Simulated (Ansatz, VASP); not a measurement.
**Ca in VASP and in Ansatz**

```
CELL_PARAMETERS angstrom
3.86909 0.00000 0.00000
-1.93455 3.35073 0.00000
0.00000 0.00000 6.34881
ATOMIC_POSITIONS crystal
Ca 0.33333 0.66667 0.25000
Ca 0.66667 0.33333 0.75000
```

Alike in both runs: task single point; functional BLYP; k mesh 11 × 11 × 6; occupations fermi-dirac, width 0.1 eV; no spin polarisation.

```csv
,VASP,Ansatz
version,VASP 6.6.1,Ansatz 0.2.0
potentials or method,"VASP PAW PBE potentials, release 64 (Ca_sv)","plane waves (420 eV) with PAW, scalar-relativistic"
plane-wave cutoff (eV),520,420
valence electrons in the cell,20,20
```

```csv
,VASP,Ansatz,Ansatz less VASP
pressure (GPa),0.7,0.7,-0.01
```

The functional is the same, so the differences come from potentials, cutoffs and numerics.

Caveats: the PAW data sets were made with another functional, which shifts forces and pressure a little (VASP).
